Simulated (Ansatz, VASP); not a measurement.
## Cross-check of Hf (linear Hf chain) between VASP and Ansatz

One calculation is typed for both programs; each brings its own data sets. How far apart do they land? The structure shown is the end of the Ansatz relaxation below. Other levels of theory on this material are compared in a session of their own.

Main program and level: Ansatz 0.2.0; plane waves, with VASP 6.6.1 beside it; single point at PBEsol.

In doubt: warnings of the run leave room for a lower electronic state, so energies may not be the lowest and differences between runs may mislead.

## Step 1: The starting structure

The cell holds 2 atoms: 2 Hf. Cell: a = 7.500 Å, b = 7.500 Å, c = 5.148 Å, α = 90.0°, β = 90.0°, γ = 90.0°. Vacuum lies along a and b. The structure's axis is c.

## Step 2: Ansatz: relaxation, PBEsol

Ansatz runs on its default PAW (the set named soft_2) files.

This run makes the geometry at which the two programs are then compared.

The input, input.yaml:

```yaml
crystal:
  lattice:
    - [7.5, 0.0, 0.0]
    - [0.0, 7.5, 0.0]
    - [0.0, 0.0, 6.65]
  atoms:
    - { symbol: Hf, position: [0.5, 0.5, 0.0], spin: 1.0 }
    - { symbol: Hf, position: [0.5, 0.5, 0.5], spin: -1.0 }
magnetization:
  spin_polarized: true
kpoints:
  mp_grid: { grid: [1, 1, 13] }
scf:
  occupations: { method: fermi_dirac, width: 0.05 }
hamiltonian:
  xc: pbesol
relax:
  cell: { fix: [a, b, alpha, beta, gamma] }
  max_steps: 60
```

On the command line:

```bash
ansatz run input.yaml --threads 4 --pin off --max-ram 8192MiB --backend cpu --events-out ev --progress --plain --runs-dir out
```

Numbers of over 12 decimals in the logs are rounded to 6 here.

What it wrote:

```text
Engine: ansatz 0.2.0, aarch64-unknown-linux-gnu
Pseudopotentials: kind: paw
Pseudopotential: Hf, paw, valence charge 26, recommended cutoff 420 eV (normal), Hf.paw.azcp
Functional definition: PBEsol
  exchange = pbesol_x
  correlation = pbesol_c
Crystal: 2 atoms, lattice volume = 374.062 Å³
Basis set: ecut = 420 eV, 7343 PW (Γ), exchange–correlation on 108×108×90 points (8 copies of the dense FFT grid, shifted against one another)
Bands: 33, of which v1, the nominal top of the filled ones, is band 26 counted from 1 (25 counted from 0)
Symmetry: 16 space group operations
Space group: P4/mmm (ITA 123), of the structure as read, at distance tolerance 7.2e-5 Å
Magnetic group: BNS 123.348 (UNI 1008), of the structure as read, at distance tolerance 7.2e-5 Å
k-points: 7 of 13
Non-local potential: Hf, projectors of the file, l = 0: 3, l = 1: 2, l = 2: 2, l = 3: 3
PAW form: soft (Blöchl's): semilocal exchange-correlation on the pseudo side does not see the compensation charge
PAW frozen core: Hf, regenerated for the run's functional, and the local potential with it (the file was generated under x = pbe(κ = 0.804, μ = 0.219515), c = pbe(β = 0.066725))
PAW one-centre angular grid: Hf, 590 points (default); XC on 64 Gauss nodes
Initial density: superposition of atomic densities (neutral atoms: chi_scale 0, normalization atom)
Starting moments: Σ|m| = 2 μB on 2 of 2 sites
Starting magnetic order: antiferromagnet; a translation exchanges its spin sublattices: spin-degenerate at every k-point
Initial wavefunctions: pseudopotential atomic-orbital guess
Functional: x = pbesol(κ = 0.804, μ = 0.123457), c = pbesol(β = 0.046)
the translation (0, 0, 0.5) carries every atom to within crystal.symmetry.tolerance of an atom of its element with the starting moment reversed, but both spin channels are solved: the dense FFT box has an odd point count along it
SCF iter   1: F=—  HF=-31185.058985 eV  |F-HF|=—  |Δ(HF+E_count)|=         —  Δρ=9.58e-3 (↑9.58e-3 ↓9.58e-3)  dr2=2.10e0  dr2_m=3.09e-2  M=-0.000 μB ∫|m|=1.437 μB  β_m=0.30  ethr=3.10e-3  ⟨swp⟩=5.9  Hψ=1620  notcnv=0
Mixer restart at iter 1: flushing history
preconditioner: auto → LDOS  [metal: Δε(μ)=0.044 eV  Ē_g=11.249 eV  σ=0.050 eV  W_gap=0.21  n_scr=48 (ndim 8)  ℏωp=11.5 eV  f_vac=0.642  D(μ)=9.25/eV (n_scr^D=72)]
spin=Collinear: LDOS preconditioning applied to the charge; magnetization (m = ρ↑ − ρ↓) channel mixes plain (no charge-response kernel on spin).
SCF iter   2: F=—  HF=-31184.931869 eV  |F-HF|=—  |Δ(HF+E_count)|=   1.27e-1  Δρ=6.27e-3 (↑6.25e-3 ↓6.27e-3)  dr2=9.45e-1  dr2_m=1.79e-2  M=-0.002 μB ∫|m|=1.325 μB  β_m=0.58  ethr=3.10e-3  ⟨swp⟩=2.0  Hψ=618  notcnv=0
SCF iter   3: F=—  HF=-31184.946774 eV  |F-HF|=—  |Δ(HF+E_count)|=   1.49e-2  Δρ=1.88e-3 (↑1.82e-3 ↓1.88e-3)  dr2=1.51e-2  dr2_m=7.41e-3  M=-0.004 μB ∫|m|=0.904 μB  β_m=0.61  ethr=1.82e-3  ⟨swp⟩=2.6  Hψ=664  notcnv=0
SCF iter   4: F=—  HF=-31185.000483 eV  |F-HF|=—  |Δ(HF+E_count)|=         —  Δρ=2.15e-3 (↑2.13e-3 ↓2.15e-3)  dr2=8.16e-3  dr2_m=1.34e-2  M=-0.007 μB ∫|m|=0.596 μB  β_m=0.61  ethr=2.90e-5  ⟨swp⟩=3.1  Hψ=1202  notcnv=0
Mixer restart at iter 4: flushing history
SCF iter   5: F=—  HF=-31185.011736 eV  |F-HF|=—  |Δ(HF+E_count)|=         —  Δρ=1.49e-3 (↑1.49e-3 ↓1.49e-3)  dr2=2.66e-3  dr2_m=7.08e-3  M=-0.007 μB ∫|m|=0.440 μB  β_m=0.61  ethr=1.57e-5  ⟨swp⟩=2.3  Hψ=892  notcnv=0
Mixer restart at iter 5: flushing history
SCF iter   6: F=—  HF=-31185.017335 eV  |F-HF|=—  |Δ(HF+E_count)|=   5.60e-3  Δρ=1.08e-3 (↑1.07e-3 ↓1.08e-3)  dr2=1.58e-3  dr2_m=3.72e-3  M=-0.007 μB ∫|m|=0.332 μB  β_m=0.81  ethr=5.11e-6  ⟨swp⟩=2.6  Hψ=900  notcnv=0
SCF iter   7: F=—  HF=-31185.022148 eV  |F-HF|=—  |Δ(HF+E_count)|=   4.81e-3  Δρ=6.36e-4 (↑6.36e-4 ↓6.27e-4)  dr2=5.23e-4  dr2_m=1.22e-3  M=-0.007 μB ∫|m|=0.196 μB  β_m=0.82  ethr=3.03e-6  ⟨swp⟩=2.9  Hψ=982  notcnv=0
[...]
SCF iter  13: F=-31187.066835 eV  HF=-31187.066835 eV  |F-HF|=7.28e-12  |Δ(HF+E_count)|=  3.64e-12  Δρ=3.19e-8 (↑3.19e-8 ↓2.87e-8)  dr2=3.22e-12  dr2_m=1.61e-12  M=0.000 μB ∫|m|=0.000 μB  ethr=1.00e-12  ⟨swp⟩=6.1  Hψ=2832  notcnv=0
the starting moments were not kept: the SCF closed with an absolute magnetisation of 1.3e-5 μB, where they sum to 2 μB in size (2 sites). That is at most 0.1 of that sum. Measured as dr2_m measures the in/out step, that magnetisation stands 1.0e-11 eV from none, at or under the dr2_threshold of 2.0e-11 eV: it is no larger than a step whose dr2_m would equal this threshold.
The SCF converged. Along the directions that its mixing steps explored, a Ritz value of the dielectric operator 1 − χ₀K read negative at each of the last 4 readings (its real part and the size of its imaginary part sum to between -0.62 and -0.59).
SCF 8 converged in 13 iterations: F = -31187.066835 eV  dr2 = 3.22e-12
relax step   8: F+E_penalty+E_count = -31187.06683540 eV  Δ(F+E_penalty+E_count) = -8.704e-5 eV  max|allowed force component| = 7.573e-29 eV/Å  Δτ_max = 0.0000 Å  P = -0.261 GPa  Ω = 289.558 Å³  energy of the carried Pulay correction = +3.726e-3 eV  fix = [a, b, alpha, beta, gamma]  reactions: a -0.392, b -0.392 GPa  (13 SCF iters, accepted)
Basis set: ecut = 420 eV, 5721 PW (Γ), exchange–correlation on 108×108×72 points (8 copies of the dense FFT grid, shifted against one another)
Initial wavefunctions: pseudopotential atomic-orbital guess (no wavefunctions were taken with the density)
iter 1 solved again at ethr=4.54e-8 eV; its pass at ethr=3.10e-3 eV (dr2=2.36e-5 eV) is discarded
SCF iter   1: F=—  HF=-31187.065202 eV  |F-HF|=—  |Δ(HF+E_count)|=         —  Δρ=3.43e-5 (↑3.43e-5 ↓3.43e-5)  dr2=2.13e-6  dr2_m=2.18e-12  M=0.000 μB ∫|m|=0.000 μB  β_m=0.65  ethr=4.54e-8  ⟨swp⟩=4.0  Hψ=1562  notcnv=0
preconditioner: auto → LDOS  [metal: Δε(μ)=0.013 eV  Ē_g=10.988 eV  σ=0.050 eV  W_gap=0.06  n_scr=38 (ndim 8)  ℏωp=13.1 eV  f_vac=0.662  D(μ)=8.94/eV (n_scr^D=62)]
spin=Collinear: LDOS preconditioning applied to the charge; magnetization (m = ρ↑ − ρ↓) channel mixes plain (no charge-response kernel on spin).
SCF iter   2: F=—  HF=-31187.065040 eV  |F-HF|=—  |Δ(HF+E_count)|=   1.62e-4  Δρ=2.07e-5 (↑2.07e-5 ↓2.07e-5)  dr2=3.04e-6  dr2_m=1.46e-12  M=0.000 μB ∫|m|=0.000 μB  β_m=0.38  ethr=4.10e-9  ⟨swp⟩=3.0  Hψ=441  notcnv=0
SCF iter   3: F=—  HF=-31187.065037 eV  |F-HF|=—  |Δ(HF+E_count)|=   2.82e-6  Δρ=1.21e-5 (↑1.21e-5 ↓1.21e-5)  dr2=3.72e-7  dr2_m=1.22e-12  M=0.000 μB ∫|m|=0.000 μB  β_m=0.53  ethr=4.10e-9  ⟨swp⟩=2.0  Hψ=416  notcnv=0
SCF iter   4: F=—  HF=-31187.065037 eV  |F-HF|=—  |Δ(HF+E_count)|=   5.11e-7  Δρ=1.99e-6 (↑1.99e-6 ↓1.99e-6)  dr2=1.05e-8  dr2_m=4.99e-13  M=0.000 μB ∫|m|=0.000 μB  β_m=0.69  ethr=7.16e-10  ⟨swp⟩=2.0  Hψ=389  notcnv=0
SCF iter   5: F=—  HF=-31187.065038 eV  |F-HF|=—  |Δ(HF+E_count)|=   2.38e-8  Δρ=3.00e-7 (↑3.00e-7 ↓3.00e-7)  dr2=8.24e-10  dr2_m=2.30e-13  M=0.000 μB ∫|m|=0.000 μB  β_m=0.67  ethr=2.02e-11  ⟨swp⟩=2.0  Hψ=264  notcnv=0
SCF iter   6: F=—  HF=-31187.065038 eV  |F-HF|=—  |Δ(HF+E_count)|=  4.87e-10  Δρ=1.23e-7 (↑1.23e-7 ↓1.23e-7)  dr2=2.79e-10  dr2_m=1.38e-13  M=0.000 μB ∫|m|=0.000 μB  β_m=0.79  ethr=1.58e-12  ⟨swp⟩=2.0  Hψ=284  notcnv=0
SCF iter   7: F=—  HF=-31187.065038 eV  |F-HF|=—  |Δ(HF+E_count)|=  1.53e-10  Δρ=3.23e-8 (↑3.23e-8 ↓3.23e-8)  dr2=4.57e-11  dr2_m=5.14e-14  M=0.000 μB ∫|m|=0.000 μB  β_m=0.89  ethr=1.00e-12  ⟨swp⟩=2.0  Hψ=261  notcnv=0
SCF iter   8: F=-31187.065038 eV  HF=-31187.065038 eV  |F-HF|=1.09e-11  |Δ(HF+E_count)|=  1.82e-11  Δρ=1.15e-8 (↑1.15e-8 ↓1.15e-8)  dr2=1.91e-12  dr2_m=1.06e-14  M=0.000 μB ∫|m|=0.000 μB  ethr=1.00e-12  ⟨swp⟩=4.6  Hψ=1038  notcnv=0
the starting moments were not kept: the SCF closed with an absolute magnetisation of 1.0e-6 μB, where they sum to 2 μB in size (2 sites). That is at most 0.1 of that sum. Measured as dr2_m measures the in/out step, that magnetisation stands 6.4e-14 eV from none, at or under the dr2_threshold of 2.0e-11 eV: it is no larger than a step whose dr2_m would equal this threshold.
SCF 9 converged in 8 iterations: F = -31187.065038 eV  dr2 = 1.91e-12
relax step   9: F+E_penalty+E_count = -31187.06503751 eV  Δ(F+E_penalty+E_count) = +1.798e-3 eV  max|allowed force component| = 0.000e0 eV/Å  Δτ_max = 0.0000 Å  P = -0.265 GPa  Ω = 289.558 Å³  fix = [a, b, alpha, beta, gamma]  reactions: a -0.395, b -0.395 GPa  stress off target by 4.45e-3 GPa on what of the cell is left free  SCF on the basis re-selected at this cell (its energy is not comparable with the rows above)  (8 SCF iters)
basis re-selected at this cell: Δ(F+E_penalty+E_count) = +1.798e-3 eV, ΔP = -0.004 GPa vs the last step (what re-selecting the basis moved, of the pressure what is left beyond the Pulay correction that the steps carried, after the strain that the cell walked since its last selection, with what the two solves' SCF thresholds leave and, on support functions, any second-order correction that the steps lacked; it is no measure of the basis error at this ecutwfc). The dense FFT grid was sized anew with the basis: this SCF ran on 54×54×36 points, the steps before it on 54×54×45, so part of this shift can come from that change (see relax.cell in the input reference). [rest of the remark cut]
SCF converged after 8 iterations
Magnetization: 0.0000 μB (26.0000 up, 26.0000 down)
Absolute magnetization: 0.0000 μB (∫|ρ↑−ρ↓|, with the PAW one-centre terms)
Spin contamination: 0.0000 ħ² per cell (⟨S²⟩ above its minimum at these occupations)
Per-site moments (μB) at R_I (Å): [(-1.3777203673269827e-7, 1.061714), (1.3777203673269827e-7, 1.061714)]
Free energy (F): -31187.065038 eV
Harris-Foulkes:  -31187.065038 eV  (|F-HF|=1.09e-11)
Internal energy: -31186.998295 eV  (E = F + TS)
E sigma→0 (E₀):  -31187.031666 eV
Entropy (-TS):   -0.066743 eV (-33.371 meV/atom)
Fermi energy:    0.298396 eV
--- Per-component energies (eV) ---
  E_band       = -969.939504
  E_kinetic    = 853.428880
  E_local      = -23662.868390  (includes V_loc(G=0)·N_el)
  E_nonlocal   = -2477.367930
  E_hartree    = 11003.098600
  E_xc         = -590.581392
  E_vxc        = -525.285071  (∫ρ·V_xc dr)
  E_paw        = -13615.170031  (= ΣΔE_a)
  E_vpaw       = 2835.955674  (= ΣTr[D̂ρ^β])
  E_aug_tail   = -0.000003  (compensation charges beyond the density's cutoff)
  E_ewald      = -2700.040212
  E_core_change = 2.502183  (= ΣΔE_core)
  E_smearing   = -0.066743  (= −TS)
  E_closure    = 0.000000  (closes the sum)
  Σ components = -31187.065038   (vs F -31187.065038, Δ=0.00e0)
--- Forces (eV/Å), atoms counted from 1 ---
  atom   1  Hf     0.00000000     0.00000000     0.00000000
  atom   2  Hf     0.00000000     0.00000000     0.00000000
  max |Σ_I F_I| component: 5.05e-29 eV/Å
--- Stress (GPa, compression-positive) ---
       -0.394568       0.000000       0.000000
        0.000000      -0.394568       0.000000
        0.000000       0.000000      -0.004451
  P = ⅓ Tr σ = -0.2645 GPa (-2.645 kbar)
--- Relaxed structure (8 steps of the walk, 8 accepted, 1 SCFs on fresh bases) ---
  F+E_penalty+E_count = -31187.06503751 eV   max|allowed force component| = 0.000e0 eV/Å   (the final SCF, on the basis selected at the relaxed cell)
  cell:  # Å, volume = 289.5582 Å³
    - [7.5, 0.0, 0.0]
    - [0.0, 7.5, 0.0]
    - [0.0, 0.0, 5.147702]
  atoms:
    - { symbol: Hf, position: [0.5, 0.5, 0.0] }
    - { symbol: Hf, position: [0.5, 0.5, 0.500000] }
```

(Part 1 of 2 ends here.)

[Lines on the potential files, build, host, timing and source positions are cut from VASP's logs without a mark.]

[Logs are printed without paths, hosts, clocks, repeated set-up lines and the standing remarks that a program may print on its own settings, such as how far it seeks lower states.]

[Hosts, paths, dates, database ids (printed as entryN), source tags and the programs' standing remarks are cut or masked in the printed files.]
